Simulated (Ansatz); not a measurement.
# TiO2 monolayer (2H): following an unstable mode, part 2 of 3

Which phase does TiO2 monolayer (2H) fall into along its unstable mode, and how much energy does it gain?

Ansatz 0.2.0; DFT LDA, scalar-relativistic, plane waves, PAW.

So far, highest frequency on the path or at a solved wavevector (cm⁻¹): step 2 (the dispersion) 748. Also lowest frequency on the path (cm⁻¹): step 2 -307.

### Step 3. The mode frozen in, largest atomic shift 0 Å

The mode followed lies at q = (0.333, 0.333, 0) with frequency 302.3i cm⁻¹, one of the unstable modes though not the softest. At small amplitude the distorted cell has space group no. 150 by a symmetry search on the positions. The undistorted cell that holds it gives the zero of energy on the same k mesh.

System of this step: TiO2 monolayer (2H). The cell holds 9 atoms: 3 Ti and 6 O. Cell: a = 4.891 Å, b = 4.891 Å, c = 28.700 Å, α = 90.0°, β = 90.0°, γ = 60.0°. It derives from TiO2. Vacuum lies along c.

The input, input.yaml:

```yaml
crystal:
  lattice:
    - [0.0, -4.8913177043, 0.0]
    - [-4.2360053899, -2.4456588522, 0.0]
    - [0.0, 0.0, -28.7]
  atoms:
    - { symbol: Ti, position: [0.3333333333, 0.6666666667, 0.6515679443] }
    - { symbol: Ti, position: [0.0, 0.3333333333, 0.6515679443] }
    - { symbol: Ti, position: [0.6666666667, 0.0, 0.6515679443] }
    - { symbol: O, position: [0.6666666667, 0.3333333333, 0.6128841063] }
    - { symbol: O, position: [0.3333333333, 0.0, 0.6128841063] }
    - { symbol: O, position: [1.0, 0.6666666667, 0.6128841063] }
    - { symbol: O, position: [0.6666666667, 0.3333333333, 0.6902517822] }
    - { symbol: O, position: [0.3333333333, 0.0, 0.6902517822] }
    - { symbol: O, position: [1.0, 0.6666666667, 0.6902517822] }
  periodic: [true, true, false]
kpoints:
  mp_grid: { grid: [6, 6, 1] }
hamiltonian:
  xc: lda
scf:
  occupations: { method: gaussian, width: 0.02 }
output:
  forces: true
  stress: true
  eigenvalues: true
```

Launch:

```console
ansatz run input.yaml --threads 8 --pin off --max-ram 14336MiB --backend cpu --events-out ev --progress --plain --runs-dir out
```

Numbers of over 12 decimals in the logs are rounded to 6 here.

Output:

```text
[...]
Crystal: 9 atoms, lattice volume = 594.654 Å³
Basis set: ecut = 420 eV, 11633 PW (Γ)
Bands: 45, of which v1, the nominal top of the filled ones, is band 36 counted from 1 (35 counted from 0)
Symmetry: 36 space group operations
[...]
k-points: 7 of 36 (time reversal used)
[...]
k-point 0: bands = [... 32 lower, -10.5107, -9.3143, -9.3143, -9.1976, -7.5051, -7.5051, -5.7803, -5.7803, ... 5 higher]
  k-point 1: bands = [... 32 lower, -10.6659, -9.2175, -9.1997, -9.0585, -7.6378, -7.5473, -5.9388, -5.5202, ... 5 higher]
  k-point 2: bands = [... 32 lower, -10.6557, -9.1140, -9.0061, -8.9038, -7.7028, -7.3777, -6.6401, -5.1047, ... 5 higher]
  k-point 6: bands = [... 32 lower, -10.8329, -9.0162, -9.0162, -9.0162, -7.3642, -7.3642, -7.3642, -4.6533, ... 5 higher]
[key lines of the parts left out:]
SCF converged after 8 iterations
Free energy (F): -10689.791484 eV
Fermi energy:    -8.296376 eV
P = ½ c Tr σ = -0.0008 N/m
```

Run time: 3.6 s. Hardware: 8 threads of Intel Xeon 6975P-C (Granite Rapids), shared host; peak memory 1.2 GiB; 19 s of CPU time.

This step gave:

```
gap on the k-mesh                : 1.187 eV
energy from the undistorted cell : 0 meV/atom
```

### Step 4. The mode frozen in, largest atomic shift 0.22 Å

The atoms are moved along the unstable eigenvector, the largest shift by 0.22 Å, with the cell fixed.

The input, input.yaml:

```yaml
crystal:
  lattice:
    - [0.0, -4.8913177043, 0.0]
    - [-4.2360053899, -2.4456588522, 0.0]
    - [0.0, 0.0, -28.7]
  atoms:
    - { symbol: Ti, position: [0.3333333333, 0.6666666667, 0.6515680232] }
    - { symbol: Ti, position: [0.0, 0.3333333333, 0.6439026382] }
    - { symbol: Ti, position: [0.6666666667, 0.0, 0.6592334495] }
    - { symbol: O, position: [0.6729217385, 0.3395882119, 0.6128841063] }
    - { symbol: O, position: [0.3208234949, 0.006254506, 0.6128840691] }
    - { symbol: O, position: [1.0062543128, 0.6541568283, 0.6128841436] }
    - { symbol: O, position: [0.6604115949, 0.3270784548, 0.6902517822] }
    - { symbol: O, position: [0.3458431717, -0.006254506, 0.6902517449] }
    - { symbol: O, position: [0.9937456872, 0.679176505, 0.6902518195] }
  periodic: [true, true, false]
kpoints:
  mp_grid: { grid: [6, 6, 1] }
hamiltonian:
  xc: lda
scf:
  occupations: { method: gaussian, width: 0.02 }
output:
  forces: true
  stress: true
  eigenvalues: true
```

Output:

```text
[...]
k-point 0: bands = [... 32 lower, -10.4507, -9.5508, -9.0841, -9.0841, -6.6768, -6.6768, -5.6739, -4.9493, ... 5 higher]
  k-point 1: bands = [... 32 lower, -10.5771, -9.3845, -9.0390, -8.9924, -6.9253, -6.7594, -5.5576, -5.0382, ... 5 higher]
  k-point 2: bands = [... 32 lower, -10.3546, -9.2048, -8.9918, -8.8763, -7.0442, -6.7034, -6.0658, -4.8446, ... 5 higher]
  k-point 6: bands = [... 32 lower, -10.6206, -9.1599, -9.1599, -8.8088, -6.8879, -6.5656, -6.5656, -4.5814, ... 5 higher]
[key lines of the parts left out:]
SCF converged after 9 iterations
Free energy (F): -10690.085592 eV
Fermi energy:    -7.926596 eV
P = ½ c Tr σ = 2.6370 N/m
```

Run time: 3.7 s. Hardware: 8 threads; peak memory 1.1 GiB.

This step gave:

| Quantity | Value |
| --- | --- |
| gap on the k-mesh | 1.765 eV |
| energy from the undistorted cell | -32.68 meV/atom |

The energy, extrapolated to zero smearing, is -32.68 meV/atom against the undistorted cell.

### Step 5. Energy along the mode, all amplitudes (two of the runs are shown above)

An imaginary frequency means negative curvature, so the energy should fall and then rise again as anharmonic terms take over.

Numbers from this step:

```yaml
depth_at_the_lowest_point_sampled: 32.68 meV/atom
largest_atomic_shift_at_that_point: 0.22 Å
```

Table of energy from the parent by largest atomic shift:

```csv
largest atomic shift (Å),energy from the parent (meV/atom)
0.000,0
0.040,-2.92
0.080,-10.5
0.140,-24.4
0.220,-32.7
0.320,-1.36
0.450,144
```

Displacement at unit largest shift by atom:

```csv
atom,x (Å),y (Å),z (Å),size
Ti1,0.00,0.00,0.00,0.00
Ti2,0.00,0.00,1.00,1.00
Ti3,0.00,0.00,-1.00,1.00
O4,-0.12,-0.21,0.00,0.24
O5,-0.12,0.21,0.00,0.24
O6,0.24,0.00,0.00,0.24
O7,0.12,0.21,0.00,0.24
O8,0.12,-0.21,0.00,0.24
O9,-0.24,0.00,0.00,0.24
```

The lowest of the steps tried is at 0.22 Å, 32.7 meV/atom below the parent; the bottom of the well need not coincide with a step.

### Step 6. Relaxation from the frozen mode

Starting from the lowest point found, all atoms and the cell are let go, so that strain and other modes of the same symmetry can join in.

input.yaml: that of step 4 with these lines changed.

```diff
@@ -21,3 +21,3 @@
 scf:
-  occupations: { method: gaussian, width: 0.02 }
+  occupations: { method: fixed }
 output:
@@ -26 +26,6 @@
   eigenvalues: true
+relax:
+  adjacent_minimum: "off"
+  f_tol: 0.002
+  max_steps: 120
+  cell: { stress_2d_tol: 0.005 }
```

Output:

```text
[...]
Crystal: 9 atoms, lattice volume = 594.654 Å³
Basis set: ecut = 420 eV, 11633 PW (Γ)
Bands: 45, of which v1, the nominal top of the filled ones, is band 36 counted from 1 (35 counted from 0)
Symmetry: 6 space group operations
[...]
k-points: 7 of 36 (time reversal used)
[...]
SCF iter   1: F=—  HF=-10690.193970 eV  |F-HF|=—  |Δ(HF+E_count)|=         —  Δρ=1.02e-2  dr2=5.61e-1  ethr=1.77e-3  ⟨swp⟩=7.9  Hψ=1684  notcnv=0  defer=47
[...]
SCF iter  11: F=-10690.085592 eV  HF=-10690.085592 eV  |F-HF|=1.29e-10  |Δ(HF+E_count)|=  3.80e-10  Δρ=7.86e-8  dr2=2.25e-11  ethr=1.54e-12  ⟨swp⟩=3.4  Hψ=1109  notcnv=0
SCF 1 converged in 11 iterations: F = -10690.085592 eV  dr2 = 2.25e-11
[...]
relax step   1: F+E_penalty+E_count = -10690.08559243 eV  Δ(F+E_penalty+E_count) = +0.000e0 eV  max|allowed force component| = 7.650e-1 eV/Å  Δτ_max = 0.0000 Å  P = +2.637 N/m  Ω = 594.654 Å³  fix = [c, alpha, beta]  reactions: c +0.000 N/m  (11 SCF iters, dr2 threshold 1.00e-7 eV, accepted)
Crystal: 9 atoms, lattice volume = 598.085 Å³
Basis set: ecut = 420 eV, 11657 PW (Γ)
[...]
iter 1 solved again at ethr=1.84e-4 eV; its pass at ethr=3.10e-3 eV (dr2=1.33e-1 eV) is discarded
[...]
SCF iter   8: F=-10690.257849 eV  HF=-10690.257849 eV  |F-HF|=6.61e-8  |Δ(HF+E_count)|=   4.77e-8  Δρ=5.10e-6  dr2=1.14e-7  ethr=1.25e-9  ⟨swp⟩=29.7  Hψ=2823  notcnv=0
SCF 2 converged in 8 iterations: F = -10690.257849 eV  dr2 = 1.14e-7
relax step   2: F+E_penalty+E_count = -10690.25784874 eV  Δ(F+E_penalty+E_count) = -1.723e-1 eV  max|allowed force component| = 3.109e-1 eV/Å  Δτ_max = 0.0574 Å  P = +0.591 N/m  Ω = 598.085 Å³  energy of the carried Pulay correction = -3.449e-3 eV  fix = [c, alpha, beta]  reactions: c +0.000 N/m  (8 SCF iters, dr2 threshold 9.00e-7 eV, accepted)
Crystal: 9 atoms, lattice volume = 592.972 Å³
Basis set: ecut = 420 eV, 11561 PW (Γ)
[...]
SCF iter   9: F=-10690.318180 eV  HF=-10690.318180 eV  |F-HF|=3.70e-8  |Δ(HF+E_count)|=   3.00e-8  Δρ=4.30e-6  dr2=5.73e-8  ethr=4.49e-10  ⟨swp⟩=6.3  Hψ=1463  notcnv=0
SCF 3 converged in 9 iterations: F = -10690.318180 eV  dr2 = 5.73e-8
relax step   3: F+E_penalty+E_count = -10690.31818019 eV  Δ(F+E_penalty+E_count) = -6.033e-2 eV  max|allowed force component| = 1.746e-1 eV/Å  Δτ_max = 0.0939 Å  P = -0.139 N/m  Ω = 592.972 Å³  energy of the carried Pulay correction = +1.698e-3 eV  fix = [c, alpha, beta]  reactions: c -0.000 N/m  (9 SCF iters, dr2 threshold 9.00e-7 eV, accepted)
[... from here on, the SCF cycles and remarks between the steps are left out ...]
relax step   4: F+E_penalty+E_count = -10690.32043922 eV  Δ(F+E_penalty+E_count) = -2.259e-3 eV  max|allowed force component| = 1.136e-1 eV/Å  Δτ_max = 0.0196 Å  P = -0.221 N/m  Ω = 596.629 Å³  energy of the carried Pulay correction = -1.988e-3 eV  fix = [c, alpha, beta]  reactions: c -0.000 N/m  (7 SCF iters, dr2 threshold 9.00e-7 eV, accepted)
relax step   5: F+E_penalty+E_count = -10690.32425269 eV  Δ(F+E_penalty+E_count) = -3.813e-3 eV  max|allowed force component| = 2.953e-2 eV/Å  Δτ_max = 0.0051 Å  P = +0.080 N/m  Ω = 594.759 Å³  energy of the carried Pulay correction = -1.056e-4 eV  fix = [c, alpha, beta]  reactions: c +0.000 N/m  (6 SCF iters, dr2 threshold 8.07e-7 eV, accepted)
relax step   6: F+E_penalty+E_count = -10690.32403021 eV  Δ(F+E_penalty+E_count) = +2.225e-4 eV  max|allowed force component| = 5.093e-3 eV/Å  Δτ_max = 0.0025 Å  P = +0.005 N/m  Ω = 595.099 Å³  energy of the carried Pulay correction = -4.482e-4 eV  fix = [c, alpha, beta]  reactions: c +0.000 N/m  (6 SCF iters, dr2 threshold 5.45e-8 eV, accepted)
relax step   7: F+E_penalty+E_count = -10690.32400065 eV  Δ(F+E_penalty+E_count) = +2.956e-5 eV  max|allowed force component| = 7.908e-4 eV/Å  Δτ_max = 0.0005 Å  P = +0.008 N/m  Ω = 595.132 Å³  energy of the carried Pulay correction = -4.818e-4 eV  fix = [c, alpha, beta]  reactions: c +0.000 N/m  (6 SCF iters, dr2 threshold 1.62e-9 eV, accepted)
relax step   8: F+E_penalty+E_count = -10690.32397066 eV  Δ(F+E_penalty+E_count) = +2.999e-5 eV  max|allowed force component| = 4.369e-5 eV/Å  Δτ_max = 0.0001 Å  P = +0.000 N/m  Ω = 595.162 Å³  energy of the carried Pulay correction = -5.121e-4 eV  fix = [c, alpha, beta]  reactions: c +0.000 N/m  (6 SCF iters, dr2 threshold 1.00e-10 eV, accepted)
relax step   9: F+E_penalty+E_count = -10690.32447701 eV  Δ(F+E_penalty+E_count) = -5.063e-4 eV  max|allowed force component| = 7.046e-5 eV/Å  Δτ_max = 0.0000 Å  P = +0.009 N/m  Ω = 595.162 Å³  fix = [c, alpha, beta]  reactions: c +0.000 N/m  stress off target by 9.03e-3 N/m on what of the cell is left free  SCF on the basis re-selected at this cell (its energy is not comparable with the rows above)  (9 SCF iters)
relax step  10: F+E_penalty+E_count = -10690.32443030 eV  Δ(F+E_penalty+E_count) = +4.671e-5 eV  max|allowed force component| = 2.240e-5 eV/Å  Δτ_max = 0.0001 Å  P = +0.000 N/m  Ω = 595.208 Å³  energy of the carried Pulay correction = -4.719e-5 eV  fix = [c, alpha, beta]  reactions: c +0.000 N/m  (6 SCF iters, dr2 threshold 1.37e-10 eV, accepted)
[...]
SCF iter  10: F=-10690.324430 eV  HF=-10690.324430 eV  |F-HF|=5.82e-11  |Δ(HF+E_count)|=  9.46e-11  Δρ=1.90e-9  dr2=2.08e-14  ethr=1.00e-12  ⟨swp⟩=23.0  Hψ=2427  notcnv=0
SCF 11 converged in 10 iterations: F = -10690.324430 eV  dr2 = 2.08e-14
relax step  11: F+E_penalty+E_count = -10690.32443030 eV  Δ(F+E_penalty+E_count) = +2.183e-11 eV  max|allowed force component| = 2.470e-5 eV/Å  Δτ_max = 0.0000 Å  P = +0.001 N/m  Ω = 595.208 Å³  fix = [c, alpha, beta]  reactions: c +0.000 N/m  stress off target by 5.47e-4 N/m on what of the cell is left free  SCF on the basis re-selected at this cell (its energy is not comparable with the rows above)  (10 SCF iters)
basis re-selected at this cell: Δ(F+E_penalty+E_count) = +2.183e-11 eV, ΔP = +0.000 N/m vs the last step (what re-selecting the basis moved, of the pressure what is left beyond the Pulay correction that the steps carried, after the strain that the cell walked since its last selection, with what the two solves' SCF thresholds leave and, on support functions, any second-order correction that the steps lacked; it is no  [...]
SCF converged after 10 iterations
Free energy (F): -10690.324430 eV
[...]
Internal energy: -10690.324430 eV  (E = F + TS)
E sigma→0 (E₀):  -10690.324430 eV
Fermi energy:    -8.686503 eV
[...]
--- Forces (eV/Å), atoms counted from 1 ---
  atom   1  Ti     0.00000000     0.00000000    -0.00000000
  atom   2  Ti     0.00000000     0.00000000    -0.00000035
  atom   3  Ti     0.00000000     0.00000000     0.00000035
  atom   4  O     -0.00002470    -0.00000404    -0.00000462
  atom   5  O      0.00000885     0.00002341    -0.00000462
  atom   6  O      0.00001585    -0.00001937    -0.00000462
  atom   7  O     -0.00000885     0.00002341     0.00000462
  atom   8  O      0.00002470    -0.00000404     0.00000462
  atom   9  O     -0.00001585    -0.00001937     0.00000462
  max |Σ_I F_I| component: 4.28e-17 eV/Å
--- 2D stress c σ (N/m, compression-positive) ---
        0.000547       0.000000       0.000000
        0.000000       0.000547       0.000000
        0.000000       0.000000       0.000000
  P = ½ c Tr σ = 0.0005 N/m
--- Band table (eV; the first three rows and the last of 7) ---
  k-point 0: bands = [... 32 lower, -10.4119, -9.5453, -8.9280, -8.9280, -6.4234, -6.4234, -5.4058, -4.8626, ... 5 higher]
  k-point 1: bands = [... 32 lower, -10.4239, -9.4094, -8.9047, -8.8313, -6.6570, -6.4770, -5.3086, -4.9609, ... 5 higher]
  k-point 2: bands = [... 32 lower, -10.1941, -9.2590, -8.8920, -8.7289, -6.7715, -6.3603, -5.7924, -4.9523, ... 5 higher]
  k-point 6: bands = [... 32 lower, -10.4026, -9.1332, -9.1332, -8.6865, -6.6290, -6.2018, -6.2018, -4.7305, ... 5 higher]
--- Relaxed structure (9 steps of the walk, 9 accepted, 2 SCFs on fresh bases) ---
  F+E_penalty+E_count = -10690.32443030 eV   max|allowed force component| = 2.470e-5 eV/Å   (the final SCF, on the basis selected at the relaxed cell)
  cell:  # Å, volume = 595.2085 Å³
    - [2.8880896426427993e-11, -4.893598, 0]
    - [-4.237980, -2.446799, 0]
    - [0, 0, -28.7]
  atoms:
    - { symbol: Ti, position: [0.333333, 0.666667, 0.651568] }
    - { symbol: Ti, position: [0, 0.333333, 0.639221] }
    - { symbol: Ti, position: [0.666667, -8.376901021786401e-19, 0.663915] }
    - { symbol: O, position: [0.658111, 0.333099, 0.612656] }
    - { symbol: O, position: [0.342124, -0.00855589, 0.612656] }
    - { symbol: O, position: [0.999766, 0.675457, 0.612656] }
    - { symbol: O, position: [0.666901, 0.341889, 0.690480] }
    - { symbol: O, position: [0.324543, 0.000234356, 0.690480] }
    - { symbol: O, position: [1.008556, 0.657876, 0.690480] }
```

It took 36 s on 8 threads; peak memory 1.2 GiB; 3.3 min of CPU time.

Relaxation path:

```csv
step,energy less that of the first step (eV),largest force component (eV/Å),volume (Å³)
1,0.0000,0.7650,594.65
2,-0.1723,0.3109,598.08
3,-0.2326,0.1746,592.97
4,-0.2348,0.1136,596.63
5,-0.2387,0.0295,594.76
6,-0.2384,0.0051,595.10
7,-0.2384,0.0008,595.13
8,-0.2384,0.0000,595.16
9*,-0.2389,0.0001,595.16
10,-0.2388,0.0000,595.21
11*,-0.2388,0.0000,595.21
```

Relaxation steps marked * repeat the geometry before them on a plane-wave basis chosen anew for their cell, so energy and pressure can jump there.

Forces are held to the 6 operations that the run works with; a distortion that breaks them can't arise in this run.

```csv
cell as run,before,after,change
a (Å),4.891,4.894,+0.0 %
b (Å),4.891,4.894,+0.0 %
```

The atoms that moved most (Å, along periodic axes as changes of fractional coordinates times the final cell, across vacuum about the mean position):

```csv
atom,dx,dy,dz,length
Ti2,0.000,0.000,0.134,0.134
Ti3,0.000,0.000,-0.134,0.134
O6,-0.090,-0.020,0.007,0.093
O8,-0.027,0.088,-0.007,0.093
O4,0.028,0.088,0.007,0.093
O7,-0.063,-0.068,-0.007,0.093
O5,0.063,-0.068,0.007,0.093
O9,0.090,-0.020,-0.007,0.093
```

Numbers from this step:

- gap on the k-mesh: 1.915 eV
- area per atom: 2.304 Å²

The distorted start has space group P321; the relaxation ends in P321.

(Continued in part 3 of 3.)

[Logs are printed without paths, hosts, clocks, repeated set-up lines and the standing remarks that a program may print on its own settings, such as how far it seeks lower states.]

[Hosts, paths, dates, database ids (printed as entryN), source tags and the programs' standing remarks are cut or masked in the printed files.]
